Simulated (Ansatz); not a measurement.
# TePb (Pm-3m) in Ansatz: a series of runs

One crystal, TePb, is run at these levels: PBE; tasks: single point.

All numbers are computed with Ansatz 0.2.0; they aren't measurements. Logs are shortened: lines on timing, memory, paths and dates and some standing lists are left out, and cuts for length are marked.

## Step 1: Starting point

The structure is cubic, space group Pm-3m (No. 221). The conventional cell has a = 4.002 Å, b = 4.002 Å, c = 4.002 Å, α = 90.00°, β = 90.00°, γ = 90.00°. Pb (site symmetry m-3m) has 8 Te at 3.47 Å as nearest neighbours. Te (site symmetry m-3m) is surrounded by 8 Pb at 3.47 Å.

Measurements of this composition are mostly on another form, of space group No. 225.

## Step 2: Single point, PBE

File input.yaml:

```yaml
crystal:
  lattice:
    - [4.002287, 0.0, 0.0]
    - [0.0, 4.002287, 0.0]
    - [0.0, 0.0, 4.002287]
  atoms:
    - { symbol: Pb, position: [0.0, 0.0, 0.0] }
    - { symbol: Te, position: [0.5, 0.5, 0.5] }
hamiltonian:
  xc: pbe
  pseudopotentials: { kind: paw }
kpoints:
  mp_grid: { grid: [7, 7, 7] }
scf:
  occupations: { method: gaussian, width: 0.019 }
output:
  forces: true
  stress: true
  eigenvalues: true
```

Potentials or basis: Ansatz PAW.

Started as:

```console
$ ansatz run input.yaml --threads 2 --pin off --max-ram 5632MiB --backend cpu --events-out ev --progress --plain --runs-dir out
```

What it wrote:

```text
Warning: RAYON_NUM_THREADS=2 ignored (pool sized by the plan → 2); use --threads N
Engine: ansatz 0.2.0, x86_64-unknown-linux-gnu
Pseudopotentials: kind: paw
Pseudopotential: Pb, paw, valence charge 14, recommended cutoff 420 eV (normal), Pb.paw.azcp
Pseudopotential: Te, paw, valence charge 16, recommended cutoff 420 eV (normal), Te.paw.azcp
Functional definition: PBE
  parameter kappa = 0.804
  parameter beta = 0.06672455060314922
  exchange = pbe_x(kappa = kappa, mu = beta*pi^2/3)
  correlation = pbe_c(beta = beta)
Crystal: 2 atoms, lattice volume = 64.110 Å³
Basis set: ecut = 420 eV, 1237 PW (Γ), exchange–correlation on 54×54×54 points (8 copies of the dense FFT grid, shifted against one another)
Bands: 19, of which v1, the nominal top of the filled ones, is band 15 counted from 1 (14 counted from 0)
Symmetry: 48 space group operations
Space group: Pm-3m (ITA 221), of the structure as read, at distance tolerance 4.0e-5 Å
k-points: 20 of 343
Non-local potential: Pb, projectors of the file, l = 0: 2, l = 1: 2, l = 2: 2, l = 3: 2
Non-local potential: Te, projectors of the file, l = 0: 2, l = 1: 2, l = 2: 2, l = 3: 2
PAW form: soft (Blöchl's): semilocal exchange-correlation on the pseudo side does not see the compensation charge
PAW one-centre angular grid: Pb, 590 points (default); XC on 64 Gauss nodes
PAW one-centre angular grid: Te, 590 points (default); XC on 64 Gauss nodes
Initial density: superposition of atomic densities (neutral atoms: chi_scale 0, normalization atom), corrected by the library's trained network
Initial wavefunctions: pseudopotential atomic-orbital guess
Functional: x = pbe(κ = 0.804, μ = 0.2195149727645171), c = pbe(β = 0.06672455060314922)
SCF iter   1: F=—  HF=-18886.716990 eV  |F-HF|=—  |Δ(HF+E_count)|=         —  Δρ=1.14e-3  dr2=1.92e-3  ethr=1.77e-3  ⟨swp⟩=6.9  Hψ=1998  notcnv=0
preconditioner: auto → Resta (q_TF=auto, 2.404 Å⁻¹)  ε∞=3.0  [insulator: Δε(μ)=0.024 eV  Ē_g=14.680 eV  σ=0.019 eV  W_gap=0.61  n_scr=18 (ndim 8)  ℏωp=20.7 eV  f_vac=0.000  D(μ)=5.44/eV (n_scr^D=80)  ε∞_Penn≈3.0]
SCF iter   2: F=—  HF=-18886.715421 eV  |F-HF|=—  |Δ(HF+E_count)|=   1.57e-3  Δρ=6.00e-4  dr2=3.61e-4  ethr=6.41e-6  ⟨swp⟩=3.0  Hψ=1025  notcnv=0  defer=1
preconditioner: auto → Kerker (q_TF=auto, 2.404 Å⁻¹)  [metal: Δε(μ)=0.017 eV  Ē_g=14.682 eV  σ=0.019 eV  W_gap=0.45  n_scr=18 (ndim 8)  ℏωp=20.7 eV  f_vac=0.000  D(μ)=6.72/eV (n_scr^D=80)]
SCF iter   3: F=—  HF=-18886.715511 eV  |F-HF|=—  |Δ(HF+E_count)|=   9.06e-5  Δρ=1.63e-4  dr2=9.48e-6  ethr=1.20e-6  ⟨swp⟩=2.3  Hψ=579  notcnv=0  defer=1
SCF iter   4: F=—  HF=-18886.715567 eV  |F-HF|=—  |Δ(HF+E_count)|=   5.59e-5  Δρ=1.00e-4  dr2=5.83e-6  ethr=3.16e-8  ⟨swp⟩=2.0  Hψ=479  notcnv=0  defer=1
SCF iter   5: F=—  HF=-18886.715576 eV  |F-HF|=—  |Δ(HF+E_count)|=   8.74e-6  Δρ=1.81e-5  dr2=2.27e-7  ethr=1.94e-8  ⟨swp⟩=2.0  Hψ=481  notcnv=0  defer=1
SCF iter   6: F=-18886.715576 eV  HF=-18886.715576 eV  |F-HF|=4.91e-10  |Δ(HF+E_count)|=   3.65e-8  Δρ=4.26e-6  dr2=1.30e-8  ethr=3.33e-10  ⟨swp⟩=6.2  Hψ=1748  notcnv=0
SCF 1 converged in 6 iterations: F = -18886.715576 eV  dr2 = 1.30e-8
SCF converged after 6 iterations
Free energy (F): -18886.715576 eV
Harris-Foulkes:  -18886.715576 eV  (|F-HF|=4.91e-10)
Internal energy: -18886.714234 eV  (E = F + TS)
E sigma→0 (E₀):  -18886.714905 eV
Entropy (-TS):   -0.001342 eV (-0.671 meV/atom)
Fermi energy:    9.641039 eV
--- Per-component energies (eV) ---
  E_band       = -294.781263
  E_kinetic    = 466.979262
  E_local      = -2204.225880  (includes V_loc(G=0)·N_el)
  E_nonlocal   = 39.534525
  E_hartree    = 1175.417910
  E_xc         = -345.034233
  E_vxc        = -236.386861  (∫ρ·V_xc dr)
  E_paw        = -15066.040624  (= ΣΔE_a)
  E_vpaw       = -711.523215  (= ΣTr[D̂ρ^β])
  E_aug_tail   = -0.000127  (compensation charges beyond the density's cutoff)
  E_ewald      = -2953.345067
  E_smearing   = -0.001342  (= −TS)
  E_closure    = 0.000000  (closes the sum)
  Σ components = -18886.715576   (vs F -18886.715576, Δ=0.00e0)
--- Forces (eV/Å), atoms counted from 1 ---
  atom   1  Pb     0.00000000    -0.00000000    -0.00000000
  atom   2  Te     0.00000000     0.00000000     0.00000000
  max |Σ_I F_I| component: 3.07e-29 eV/Å
--- Stress (GPa, compression-positive) ---
        0.102501       0.000000       0.000000
        0.000000       0.102501      -0.000000
        0.000000      -0.000000       0.102501
  P = ⅓ Tr σ = 0.1025 GPa (1.025 kbar)
--- Band table (eV; the first three rows and the last of 20) ---
  k-point 0: bands = ["-26.6451", "-26.6451", "-26.6431", "-26.6431", "-26.6431", "-7.5554", "-7.5554", "-7.4723", "-7.4723", "-7.4723", "-2.5255", "2.8535", "8.0671", "8.0671", "8.0671", "13.6524", "13.6524", "14.8638", "14.8638"]
  k-point 1: bands = ["-26.6451", "-26.6444", "-26.6433", "-26.6433", "-26.6431", "-7.5548", "-7.5424", "-7.4771", "-7.4771", "-7.4719", "-2.3634", "2.5208", "7.9362", "8.2484", "8.2484", "13.5189", "13.8003", "14.3528", "14.3528"]
  k-point 2: bands = ["-26.6451", "-26.6437", "-26.6437", "-26.6431", "-26.6428", "-7.5533", "-7.5133", "-7.4878", "-7.4878", "-7.4712", "-1.9038", "1.6607", "8.0300", "8.7517", "8.7517", "11.7385", "13.1919", "13.1919", "14.2324"]
  k-point 19: bands = ["-26.6448", "-26.6448", "-26.6448", "-26.6395", "-26.6395", "-7.5241", "-7.5224", "-7.5224", "-7.4491", "-7.4491", "-0.1436", "2.3082", "6.7136", "7.0024", "7.0024", "9.0122", "9.0122", "9.7816", "21.4910"]
```

It took 1.2 s on 2 threads of Intel Xeon at 2.70GHz, shared host; peak memory 0.35 GiB.

Results:

```
Free energy            : -18886.7156 eV
Pressure               : 0.1 GPa
Band gap on the k mesh : none (metal or under the smearing width)
```

Levels at points of the mesh, in eV from the Fermi level:
| k point | band 13 | band 14 | band 15 | band 16 | band 17 | band 18 |
| --- | --- | --- | --- | --- | --- | --- |
| (0.00, 0.00, 0.00) | -1.57 | -1.57 | -1.57 | 4.01 | 4.01 | 5.22 |

The run has no spin-orbit coupling, so splittings on Pb, Te are missing.

## Step 3: Single point, PBE

Edit input.yaml of step 2 so:

```diff
@@ -14,3 +14,3 @@
 scf:
-  occupations: { method: gaussian, width: 0.019 }
+  occupations: { method: gaussian, width: 0.02 }
 output:
```

Potentials or basis: Ansatz PAW.

Started as:

```console
$ ansatz run input.yaml --threads 2 --pin off --max-ram 5632MiB --backend cpu --events-out ev --progress --plain --runs-dir out
```

Run time: 1.4 s. Hardware: 2 threads of Intel Xeon at 2.70GHz, shared host; peak memory 0.35 GiB.

It converged, with:

| Property | Result |
| --- | --- |
| Free energy | -18886.7156 eV |
| Pressure | 0.1 GPa |
| Band gap on the k mesh | none (metal or under the smearing width) |

Levels at points of the mesh, in eV from the Fermi level:
```tsv
k point	band 11	band 12	band 13	band 14	band 15	band 16	band 17	band 18	band 19
(0.00, 0.00, 0.00)	-12.17	-6.79	-1.57	-1.57	-1.57	4.01	4.01	5.22	5.22
```

## Step 4: Single point, PBE

Edit input.yaml of step 3 so:

```diff
@@ -14,3 +14,3 @@
 scf:
-  occupations: { method: gaussian, width: 0.02 }
+  occupations: { method: gaussian, width: 0.021 }
 output:
```

Started as:

```console
$ ansatz run input.yaml --threads 2 --pin off --max-ram 5632MiB --backend cpu --events-out ev --progress --plain --runs-dir out
```

It took 1.2 s on 2 threads of Intel Xeon at 2.70GHz, shared host; peak memory 0.35 GiB.

Results (log left out):

| Property | Result |
| --- | --- |
| Free energy | -18886.7157 eV |
| Pressure | 0.1 GPa |
| Band gap on the k mesh | none (metal or under the smearing width) |

Levels at points of the mesh, in eV from the Fermi level:
```csv
k point,band 12,band 13,band 14,band 15,band 16,band 17,band 18,band 19
"(0.00, 0.00, 0.00)",-6.79,-1.57,-1.57,-1.57,4.01,4.01,5.22,5.22
```

The run has no spin-orbit coupling, so splittings on Pb, Te are missing.

## Step 5: Single point, PBE

Edit input.yaml of step 4 so:

```diff
@@ -14,3 +14,3 @@
 scf:
-  occupations: { method: gaussian, width: 0.021 }
+  occupations: { method: gaussian, width: 0.022 }
 output:
```

Started as:

```console
$ ansatz run input.yaml --threads 2 --pin off --max-ram 5632MiB --backend cpu --events-out ev --progress --plain --runs-dir out
```

It took 1.4 s on 2 threads of Intel Xeon at 2.70GHz, shared host; peak memory 0.35 GiB.

The run converged. Its results:

- Free energy: -18886.7158 eV
- Pressure: 0.1 GPa
- Band gap on the k mesh: none (metal or under the smearing width)

Levels at points of the mesh, in eV from the Fermi level:
```tsv
k point	band 11	band 12	band 13	band 14	band 15	band 16	band 17	band 18	band 19
(0.00, 0.00, 0.00)	-12.17	-6.79	-1.57	-1.57	-1.57	4.01	4.01	5.22	5.22
```

## Step 6: The runs side by side

| smearing | gap on the mesh (eV) | pressure (GPa) |
| --- | --- | --- |
| gaussian 0.019 eV | none | 0.1 |
| gaussian 0.02 eV | none | 0.1 |
| gaussian 0.021 eV | none | 0.1 |
| gaussian 0.022 eV | none | 0.1 |

Alike in all rows: task single point; level PBE; potentials or basis Ansatz PAW; no spin polarisation; cell as given; k mesh 7 × 7 × 7; cutoff (eV) 420.

Every run on the cell as given and a fine mesh finds a metal.

Absolute energies hang on the potentials; compare differences alone.
